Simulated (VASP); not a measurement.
# WC (Qusongite) (P-6m2) in VASP: notebook

One crystal, WC (Qusongite), is run at these levels: PBE, vdW-DF-cx, optPBE-vdW; tasks: single point, relaxation of cell and atoms.

Everything below comes from runs of VASP 6.6.1. Logs are shortened: lines on timing, memory, paths and dates and some standing lists are left out, and cuts for length are marked.

### Step 1. The crystal as given

The structure is hexagonal, space group P-6m2 (No. 187). The conventional cell has a = 2.907 Å, b = 2.907 Å, c = 2.837 Å, α = 90.00°, β = 90.00°, γ = 120.00°. W (site symmetry -6m2) is surrounded by 6 C at 2.20 Å. Around C (site symmetry -6m2) lie 6 W at 2.20 Å.

### Step 2. Single point, PBE

File INCAR:

```
SYSTEM = WC
ALGO     = Normal         ! electronic algorithm
EDIFF    = 1E-6           ! SCF threshold, eV
ENCUT    = 520            ! plane-wave cutoff, eV
GGA      = PE             ! functional
ISIF     = 2              ! what is computed and relaxed
ISMEAR   = 0              ! smearing method
LASPH    = .TRUE.         ! aspherical terms in the spheres
LCHARG   = .TRUE.         ! write CHGCAR
LELF     = .TRUE.         ! ELF
LREAL    = .FALSE.        ! projectors in reciprocal space
LVHAR    = .TRUE.       
LWAVE    = .FALSE.        ! write WAVECAR
NELM     = 60             ! most SCF steps
PREC     = Accurate       ! precision mode
SIGMA    = 0.013000000000000001 ! smearing width, eV
```

File KPOINTS:

```
k-points
0
G
  10 10 9
  0 0 0
```

File POSCAR:

```
WC
1.0
    2.9065000000      0.0000000000      0.0000000000
   -1.4532500000      2.5171028361      0.0000000000
    0.0000000000      0.0000000000      2.8366000000
W C
1 1
Direct
    0.0000000000      0.0000000000      0.0000000000
    0.6666666667      0.3333333333      0.5000000000
```

Potentials or basis: VASP PAW PBE potentials, release 64 (W_sv, C).

Command:

```console
cat potpaw_PBE.64/W_sv/POTCAR potpaw_PBE.64/C/POTCAR > POTCAR
mpirun -np 1 vasp_std > vasp.out
```

OUTCAR:

```text
SYSTEM = WC
   EDIFF = 1E-6
   ENCUT = 520
   GGA = PE
   ISIF = 2
   ISMEAR = 0
   LASPH = .TRUE.
   LREAL = .FALSE.
   NELM = 60
   PREC = Accurate

 ion  position               nearest neighbor table
   1  0.000  0.000  0.000-   2 2.20   2 2.20   2 2.20   2 2.20   2 2.20   2 2.20
   2  0.667  0.333  0.500-   1 2.20   1 2.20   1 2.20   1 2.20   1 2.20   1 2.20

  LATTYP: Found a hexagonal cell.
 ALAT       =     2.9065000000
 C/A-ratio  =     0.9759504559

  Lattice vectors:

 A1 = (   2.9065000000,   0.0000000000,   0.0000000000)
 A2 = (  -1.4532500000,   2.5171028361,   0.0000000000)
 A3 = (   0.0000000000,   0.0000000000,   2.8366000000)

Analysis of symmetry for initial positions (statically):
=====================================================================
 Subroutine PRICEL returns:
 Original cell was already a primitive cell.

 Routine SETGRP: Setting up the symmetry group for a
 hexagonal supercell.

 Subroutine GETGRP returns: Found 12 space group operations
 (whereof 12 operations were pure point group operations)
 out of a pool of 24 trial point group operations.

The static configuration has the point symmetry D_3h.

Analysis of symmetry for dynamics (positions and initial velocities):
=====================================================================
 Subroutine PRICEL returns:
 Original cell was already a primitive cell.

 Routine SETGRP: Setting up the symmetry group for a
 hexagonal supercell.

 Subroutine GETGRP returns: Found 12 space group operations
 (whereof 12 operations were pure point group operations)
 out of a pool of 24 trial point group operations.

The dynamic configuration has the point symmetry D_3h.

 Subroutine INISYM returns: Found 12 space group operations
 (whereof 12 operations are pure point group operations),
 and found     1 'primitive' translations

----------------------------------------------------------------------------------------

                                     Primitive cell

  volume of cell :      20.7525

  direct lattice vectors                    reciprocal lattice vectors
     2.906500000  0.000000000  0.000000000     0.344056425  0.198641070  0.000000000
    -1.453250000  2.517102836  0.000000000     0.000000000  0.397282139  0.000000000
     0.000000000  0.000000000  2.836600000     0.000000000  0.000000000  0.352534725

  length of vectors
     2.906500000  2.906500000  2.836600000     0.397282139  0.397282139  0.352534725

  position of ions in fractional coordinates (direct lattice)
     0.000000000  0.000000000  0.000000000
     0.666666667  0.333333333  0.500000000

  ion indices of the primitive-cell ions
   primitive index   ion index
                 1           1
                 2           2

----------------------------------------------------------------------------------------

 KPOINTS: k-points

Automatic generation of k-mesh.
 Grid dimensions read from file:
 generate k-points for:   10   10    9

 Generating k-lattice:

  Cartesian coordinates                     Fractional coordinates (reciprocal lattice)
     0.034405643  0.019864107  0.000000000     0.100000000  0.000000000  0.000000000
     0.000000000  0.039728214  0.000000000     0.000000000  0.100000000  0.000000000
     0.000000000  0.000000000  0.039170525     0.000000000  0.000000000  0.111111111

  Length of vectors
     0.039728214  0.039728214  0.039170525

  Shift w.r.t. Gamma in fractional coordinates (k-lattice)
     0.000000000  0.000000000  0.000000000

 Subroutine IBZKPT returns following result:
 ===========================================

 Found     70 irreducible k-points:

 Following reciprocal coordinates:
            Coordinates               Weight
  0.000000  0.000000  0.000000      1.000000
  0.100000  0.000000  0.000000      6.000000
  0.200000  0.000000  0.000000      6.000000
  0.300000  0.000000  0.000000      6.000000
  0.400000  0.000000  0.000000      6.000000
  0.500000  0.000000  0.000000      3.000000
[... 16 lines left out ...]
  0.300000  0.100000  0.111111     24.000000
  0.400000  0.100000  0.111111     24.000000
 [... further k-points ...]
   k-points           NKPTS =     70   k-points in BZ     NKDIM =     70   number of bands    NBANDS=     13
   number of dos      NEDOS =    301   number of ions     NIONS =      2
   total plane-waves  NPLWV =  13824
   dimension x,y,z NGX =    24 NGY =   24 NGZ =   24
   dimension x,y,z NGXF=    48 NGYF=   48 NGZF=   48
   ions per type =               1   1
   NGX,Y,Z   is equivalent  to a cutoff of  13.73, 13.73, 14.07 a.u.
   NGXF,Y,Z  is equivalent  to a cutoff of  27.46, 27.46, 28.13 a.u.
 SYSTEM =  WC
   PREC   = accura    normal or accurate (medium, high low for compatibility)
   ISTART =      0    job   : 0-new  1-cont  2-samecut
   ICHARG =      2    charge: 1-file 2-atom 10-const
   ISPIN  =      1    spin polarized calculation?
   LNONCOLLINEAR =      F non collinear calculations
   LSORBIT =      F    spin-orbit coupling
   LASPH  =      T    aspherical Exc in radial PAW
   ENCUT  =  520.0 eV  38.22 Ry    6.18 a.u.   5.40  5.40  5.27*2*pi/ulx,y,z
   NELM   =     60;   NELMIN=  2; NELMDL= -5     # of ELM steps
   EDIFF  = 0.1E-05   stopping-criterion for ELM
   LREAL  =      F    real-space projection
   EDIFFG = 0.1E-04   stopping-criterion for IOM
   NSW    =      0    number of steps for IOM
   IBRION =     -1    ionic relax: 0-MD 1-quasi-New 2-CG
   NFREE  =      0    steps in history (QN), initial steepest desc. (CG)
   ISIF   =      2    stress and relaxation
   ISYM   =      2    0-nonsym 1-usesym 2-fastsym
   POTIM  = 0.5000    time-step for ionic-motion
   TEBEG  =    0.0;   TEEND  =   0.0 temperature during run
   PSTRESS=    0.0 pullay stress
   NELECT =      18.0000    total number of electrons
   NUPDOWN=      -1.0000    fix difference up-down
   EMIN   =  10.00;   EMAX   =-10.00  energy-range for DOS
   EFERMI =   0.00;   METHOD = LEGACY
   ISMEAR =     0;   SIGMA  =   0.01  broadening in eV -4-tet -1-fermi 0-gaus
   EFERMI_NEDOS =   21; number of points for ismear=-14 and -15
   IALGO  =     38    algorithm
   IMIX   =      4    mixing-type and parameters
     AMIX     =   0.40;   BMIX     =  1.00
     AMIX_MAG =   1.60;   BMIX_MAG =  1.00
  volume/ion in A,a.u.               =      10.38        70.02
  Fermi-wavevector in a.u.,A,eV,Ry     =   1.561262  2.950358 33.164744  2.437540
  Thomas-Fermi vector in A             =   2.664353
   LORBIT       =      0    0 simple, 1 ext, 2 COOP (PROOUT), +10 PAW based schemes
   GGA     = PE    functional components
   LHFCALC =     F    Hartree Fock is set to
   AEXX    =    0.0000 exact exchange contribution
   IVDW    =     0    specifies the selected vdW correction
   LEPSILON=     F    determine dielectric tensor
   LRPA    =     F    only Hartree local field effects (RPA)
 non-spin polarized calculation
 Gauss-broadening in eV      SIGMA  =   0.01
  energy-cutoff  :      520.00
  volume of cell :       20.75
 maximum number of plane-waves:       580
 NGX is ok and might be reduce to    24
   NGX = 11   NGY = 11   NGZ = 11

 number of electron      18.0000000 magnetization

 Free energy of the ion-electron system (eV)
  ---------------------------------------------------
  ext. energy  EPLUGINS =         0.00000000
  ---------------------------------------------------
  free energy    TOTEN  =       -22.44518290 eV

  energy without entropy =      -22.44505400  energy(sigma->0) =      -22.44511845

 E-fermi :  11.0939     XC(G=0): -13.8001

 val. band max:       10.9908478254   @ k =   0.0000   0.0000   0.3333
 cond. band min:      11.0939058847   @ k =   0.1000   0.0000   0.3333
 fundamental gap:      0.1030580593
 Fermi energy:        11.0938577357

 k-point     1 :       0.0000    0.0000    0.0000
  band No.  band energies     occupation
      1     -62.9192      2.00000
      2     -26.9039      2.00000
      3     -26.7967      2.00000
      4     -26.7967      2.00000
      5      -3.3760      2.00000
      6       6.7673      2.00000
      7       7.7469      2.00000
      8       7.7469      2.00000
      9      11.1594      0.00000
     10      14.3158      0.00000
     11      14.3158      0.00000
     12      16.6995      0.00000
     13      16.6995      0.00000

 k-point     2 :       0.1000    0.0000    0.0000
  band No.  band energies     occupation
      1     -62.9136      2.00000
      2     -26.8933      2.00000
      3     -26.8786      2.00000
      4     -26.8153      2.00000
      5      -3.1156      2.00000
      6       6.7982      2.00000
      7       7.4512      2.00000
      8       7.9898      2.00000
      9      10.4558      2.00000
     10      14.2224      0.00000
     11      15.1016      0.00000
     12      16.1813      0.00000
     13      16.5204      0.00000

 k-point     3 :       0.2000    0.0000    0.0000
  band No.  band energies     occupation
      1     -62.8990      2.00000
      2     -27.0882      2.00000
      3     -26.8657      2.00000
      4     -26.8634      2.00000
      5      -2.3996      2.00000
      6       6.0697      2.00000
      7       7.6491      2.00000
      8       8.6552      2.00000
      9       9.2899      2.00000
     10      13.9873      0.00000
     11      15.1517      0.00000
     12      16.1240      0.00000
     13      16.4109      0.00000
[... 305 lines left out ...]
 k-point    23 :       0.3000    0.1000    0.1111
  band No.  band energies     occupation
      1     -62.8663      2.00000
      2     -27.4301      2.00000
      3     -26.9816      2.00000
      4     -26.8964      2.00000
      5      -0.6241      2.00000
      6       4.7479      2.00000
      7       7.2072      2.00000
      8       8.3801      2.00000
      9       9.6654      2.00000
     10      13.0338      0.00000
     11      15.0613      0.00000
     12      16.3324      0.00000
     13      17.7710      0.00000

 k-point    24 :       0.4000    0.1000    0.1111
  band No.  band energies     occupation
      1     -62.8562      2.00000
      2     -27.5550      2.00000
      3     -27.0230      2.00000
      4     -26.8757      2.00000
      5       0.0591      2.00000
      6       4.1811      2.00000
      7       6.8669      2.00000
      8       8.3508      2.00000
      9       9.7978      2.00000
     10      13.7385      0.00000
     11      15.1293      0.00000
     12      16.0274      0.00000
     13      18.1018      0.00000

 [... further k-points ...]
[... 5 lines left out ...]
  --------------------------------------------------------------------------------------
  -------------------------------------------------------------------------------------
  Total        0.8990553      0.8990553      0.8158051      0.0000000      0.0000000      0.0000000
  in kB       69.4108860     69.4108860     62.9836168      0.0000000      0.0000000      0.0000000
  external PRESSURE =      67.2684630 kB  Pullay stress =       0.0000000 kB

 VOLUME and BASIS-vectors are now :
 -----------------------------------------------------------------------------
  energy-cutoff  :      520.00
  volume of cell :       20.75
      direct lattice vectors                 reciprocal lattice vectors
     2.906500000  0.000000000  0.000000000     0.344056425  0.198641070  0.000000000
    -1.453250000  2.517102836  0.000000000     0.000000000  0.397282139  0.000000000
     0.000000000  0.000000000  2.836600000     0.000000000  0.000000000  0.352534725

 POSITION                                       TOTAL-FORCE (eV/Angst)
 -----------------------------------------------------------------------------------
      0.00000      0.00000      0.00000         0.000000      0.000000      0.000000
      1.45325      0.83903      1.41830        -0.000000      0.000000      0.000000
 -----------------------------------------------------------------------------------
    total drift:                                0.000000     -0.000000      0.000000

  FREE ENERGIE OF THE ION-ELECTRON SYSTEM (eV)
  ---------------------------------------------------
  free  energy   TOTEN  =       -22.4451829022 eV

  energy  without entropy=      -22.4450539964  energy(sigma->0) =      -22.44511845
```

Wall time 21 s (1 thread of Intel Xeon Platinum 8375C at 2.90GHz (Ice Lake), shared host); peak memory 0.15 GiB.

What came out:

| Quantity | Value |
| --- | --- |
| Free energy | -22.4452 eV |
| Pressure | 6.7 GPa |
| Band gap on the k mesh | none (metal or under the smearing width) |

Levels at points of the mesh, in eV from the Fermi level:
```
           k point  band 6  band 7  band 8  band 9  band 10  band 11  band 12  band 13
(0.00, 0.00, 0.00)   -4.33   -3.35   -3.35    0.07     3.22     3.22     5.61     5.61
(0.50, 0.00, 0.00)   -7.05   -3.63   -3.58   -0.49     2.33     4.52     4.87     6.84
```

The run has no spin-orbit coupling, so splittings on W are missing.

### Step 3. Relaxation of cell and atoms, vdW-DF-cx

File INCAR:

```
SYSTEM = WC
AGGAC = 0.0
ALGO = Fast
EDIFF = 1E-6
EDIFFG = -0.01
ENCUT = 600
GGA = CX
IBRION = 2
ISIF = 3
ISMEAR = -1
LASPH = .TRUE.
LCHARG = .FALSE.
LREAL = .FALSE.
LUSE_VDW = .TRUE.
LWAVE = .FALSE.
NELM = 80
NSW = 60
PREC = Accurate
SIGMA = 0.05
```

KPOINTS is that of step 2.

POSCAR is that of step 2.

Potentials or basis: VASP PAW PBE potentials, release 64 (W_sv, C).

Command:

```console
cat potpaw_PBE.64/W_sv/POTCAR potpaw_PBE.64/C/POTCAR > POTCAR
mpirun -np 1 vasp_std > vasp.out
```

Wall time 94 s (1 thread of Intel Xeon Platinum 8375C at 2.90GHz (Ice Lake), shared host); peak memory 0.28 GiB.

The run converged. Its results:

| Quantity | Value |
| --- | --- |
| Free energy | -19.0599 eV |
| Relaxed volume | 10.39 Å³/atom |
| Relaxed cell | a = 2.908 Å, b = 2.908 Å, c = 2.839 Å, α = 90.00°, β = 90.00°, γ = 120.00° |
| Space group after relaxing (to 0.05 Å) | P-6m2 (No. 187) |
| Energy gained by relaxing | 0.0 meV/atom |
| Ionic steps | 3 |
| Pressure after relaxing | 0.0 GPa |
| Band gap on the k mesh | none (metal or under the smearing width) |

Final structure:
```cif
data_structure
_symmetry_space_group_name_H-M 'P 1'
_symmetry_Int_Tables_number 1
_cell_length_a 2.9080
_cell_length_b 2.9080
_cell_length_c 2.8386
_cell_angle_alpha 90.000
_cell_angle_beta 90.000
_cell_angle_gamma 120.000
_cell_volume 20.79
loop_
_atom_site_label
_atom_site_type_symbol
_atom_site_fract_x
_atom_site_fract_y
_atom_site_fract_z
_atom_site_occupancy
W1 W 0.00000 0.00000 0.00000 1
C1 C 0.66667 0.33333 0.50000 1
```

Levels at points of the mesh, in eV from the Fermi level:
| k point | band 5 | band 6 | band 7 | band 8 | band 9 | band 10 | band 11 | band 12 | band 13 |
| --- | --- | --- | --- | --- | --- | --- | --- | --- | --- |
| (0.00, 0.00, 0.00) | -14.40 | -4.30 | -3.31 | -3.31 | 0.11 | 3.22 | 3.22 | 5.62 | 5.62 |
| (0.50, 0.00, 0.00) | -11.05 | -7.00 | -3.60 | -3.56 | -0.44 | 2.33 | 4.51 | 4.87 | 6.85 |

Caveat: the PAW data sets were made with another functional, which shifts forces and pressure a little. Spin-orbit coupling is left out, which matters for the levels of W.

### Step 4. Relaxation of cell and atoms, optPBE-vdW

File INCAR:

```
SYSTEM = WC
  PREC = Accurate
  ENCUT = 600
  EDIFF = 1E-7
  ISMEAR = -1
  SIGMA = 0.05
  LREAL = .False.
  LASPH = .True.
  NELM = 60
  ALGO = Normal
  ISIF = 3
  LWAVE = .False.
  LCHARG = .False.
  GGA = OR
  LUSE_VDW = .True.
  AGGAC = 0.0
  IBRION = 2
  NSW = 60
  EDIFFG = -0.01
```

File KPOINTS:

```
regular mesh
0
Gamma
  10 10 9
  0 0 0
```

POSCAR is that of step 3.

Command:

```console
cat potpaw_PBE.64/W_sv/POTCAR potpaw_PBE.64/C/POTCAR > POTCAR
mpirun -np 1 vasp_std > vasp.out
```

Run time: 4.1 min. Hardware: 1 thread of Intel Xeon Platinum 8375C at 2.90GHz (Ice Lake), shared host; peak memory 0.29 GiB.

It converged, with:

```yaml
Free_energy: -17.6396 eV
Relaxed_volume: 10.66 Å³/atom
Relaxed_cell: a = 2.934 Å, b = 2.934 Å, c = 2.859 Å, α = 90.00°, β = 90.00°, γ = 120.00°
Space_group_after_relaxing_to_0.05_Å: P-6m2 (No. 187)
Energy_gained_by_relaxing: 9.0 meV/atom
Ionic_steps: 10
Pressure_after_relaxing: 0.0 GPa
Band_gap_on_the_k_mesh: none (metal or under the smearing width)
```

Step by step:
```csv
step,energy change (eV),largest force (eV/Å),pressure (GPa),volume (Å³)
1,0.0000,0.0000,10.57,20.75
2,0.1027,0.0000,-23.01,22.88
3,-0.0178,0.0000,-0.26,21.32
4,-0.0179,0.0000,0.00,21.31
5,-0.0179,0.0000,0.20,21.30
6,-0.0179,0.0000,0.18,21.31
7,-0.0180,0.0000,0.18,21.30
8,-0.0180,0.0000,0.19,21.30
9,-0.0180,0.0000,-0.35,21.33
10,-0.0180,0.0000,0.01,21.31
```

Final structure:
```yaml
crystal:
  lattice:
    - [2.93394, 0.00000, 0.00000]
    - [-1.46697, 2.54087, 0.00000]
    - [0.00000, 0.00000, 2.85881]
  atoms:
    - { symbol: W, position: [0.00000, 0.00000, 0.00000] }
    - { symbol: C, position: [0.66667, 0.33333, 0.50000] }
```

Levels at points of the mesh, in eV from the Fermi level:
```tsv
k point	band 7	band 8	band 9	band 10	band 11	band 12
(0.00, 0.00, 0.00)	-3.23	-3.23	0.09	3.09	3.09	5.43
(0.50, 0.00, 0.00)	-3.48	-3.41	-0.47	2.25	4.32	4.63
```

Caveat: the PAW data sets were made with another functional, which shifts forces and pressure a little. The run has no spin-orbit coupling, so splittings on W are missing.

### Step 5. For comparison

An earlier run on the cell as given: functional PBEsol; potentials or basis VASP PAW PBE potentials, release 64 (W_sv, C); cutoff 520 eV; k mesh 10 × 10 × 9; occupations fermi-dirac, width 0.05 eV; no spin polarisation.

- Pressure: -2.3 GPa
- Band gap on the k mesh: none (metal or under the smearing width)

### Step 6. Overview

```csv
task,level,cell,cutoff (eV),smearing,ladder,gap on the mesh (eV),pressure (GPa),relaxed volume (Å³/atom)
single point,PBE,as given,520,gaussian 0.013 eV,-,none,6.7,-
relaxation of cell and atoms,vdW-DF-cx,relaxed,600,fermi-dirac 0.05 eV,-,none,0.0,10.39
relaxation of cell and atoms,optPBE-vdW,relaxed,600,fermi-dirac 0.05 eV,-,none,0.0,10.66
single point,PBEsol,as given,520,fermi-dirac 0.05 eV,free,none,-2.3,-
```

Alike in all rows: potentials or basis VASP PAW PBE potentials, release 64 (W_sv, C); no spin polarisation; k mesh 10 × 10 × 9.

Caveats: the PAW data sets were made with another functional, which shifts forces and pressure a little (some runs).

Total energies depend on the potentials used, so only differences within one code and one set of settings carry meaning.
